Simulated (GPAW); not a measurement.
A calculation with GPAW 26.7.0 of Cr (cli, Cartesian positions):

Contents of Cr.xyz:

```xyz
2
Lattice="2.7140000000 0.0000000000 0.0000000000 -1.3570000000 2.3503929459 0.0000000000 0.0000000000 0.0000000000 4.4100000000" Properties=species:S:1:pos:R:3 pbc="T T T"
Cr     1.3570000001      0.7834643152      3.3075000000
Cr    -0.0000000001      1.5669286307      1.1025000000
```

Potentials or basis: GPAW PAW data sets (gpaw-data 1.2.1), pw.

Launch:

```bash
$ OMP_NUM_THREADS=1 gpaw run Cr.xyz -p 'mode=PW(600),xc=PBE,kpts={size:(11,11,6),gamma:True},occupations={name:fermi-dirac,width:0.05},nbands=17,convergence={density:1e-05,energy:1e-05},maxiter=150,txt=gpaw.txt' --properties efsMm -w gs.gpw --modify 'atoms.set_initial_magnetic_moments([3.0, 3.0])'
```

This isn't the form of Cr at room conditions, which is bcc.

Problem. Write the same calculation in another form: ASE script, structure typed inline.

Solution. As run:

run.py

```python
from ase import Atoms
from ase.dft.bandgap import bandgap
from ase.io import write
from ase.units import Bohr, GPa
from gpaw import GPAW, PW
from gpaw.elf import elf_from_dft_calculation

atoms = Atoms(['Cr', 'Cr'],
              cell=[[2.714, 0.0, 0.0],
                    [-1.357, 2.3503929459, 0.0],
                    [0.0, 0.0, 4.41]],
              scaled_positions=[[0.6666666667, 0.3333333333, 0.75],
                                [0.3333333333, 0.6666666667, 0.25]],
              pbc=True)
atoms.set_initial_magnetic_moments([3.0, 3.0])

calc = GPAW(mode=PW(600),
            xc='PBE',
            kpts={'size': (11, 11, 6), 'gamma': True},
            occupations={'name': 'fermi-dirac', 'width': 0.05},
            nbands=17,
            convergence={'density': 1e-05, 'energy': 1e-05},
            maxiter=150,
            txt='gpaw.txt')
atoms.calc = calc
energy = atoms.get_potential_energy()
forces = atoms.get_forces()
stress = atoms.get_stress()
calc.write('gs.gpw')
write('result.traj', atoms)
print(f'Energy: {energy:.6f} eV')
print('Forces (eV/A):')
print(forces.round(4))
print('Stress (GPa):', (stress / GPa).round(3))
print('Moments:', calc.get_magnetic_moments().round(3))
print('Fermi level:', round(calc.get_fermi_level(), 4), 'eV')
print(f'Gap: {bandgap(calc)[0]:.4f} eV, direct: {bandgap(calc, direct=True)[0]:.4f} eV')

# fields on the real-space grid
write('density.cube', atoms, data=calc.get_pseudo_density() * Bohr**3)
write('potential.cube', atoms, data=calc.get_electrostatic_potential())
write('spin.cube', atoms, data=(calc.get_pseudo_density(spin=0) - calc.get_pseudo_density(spin=1)) * Bohr**3)
write('elf.cube', atoms, data=elf_from_dft_calculation(calc).data)
```

Potentials or basis: GPAW PAW data sets (gpaw-data 1.2.1), pw.

Command:

```console
$ OMP_NUM_THREADS=1 python run.py
```

Both were run:

|  | cli, Cartesian positions | ASE script, structure typed inline |
| --- | --- | --- |
| Pressure | -25.4 GPa | -25.4 GPa |
| Band gap on the k mesh | none (metal or under the smearing width) | none (metal or under the smearing width) |
| Net moment | 1.93 μB per cell | 1.93 μB per cell |
| Site moments | Cr +0.86 μB | Cr +0.86 μB |

Keys that steer only the numerical path or the files written may differ.

Caveat: so large a pressure means that the cell lies far from this level's equilibrium, or that cutoff or potentials fall short.
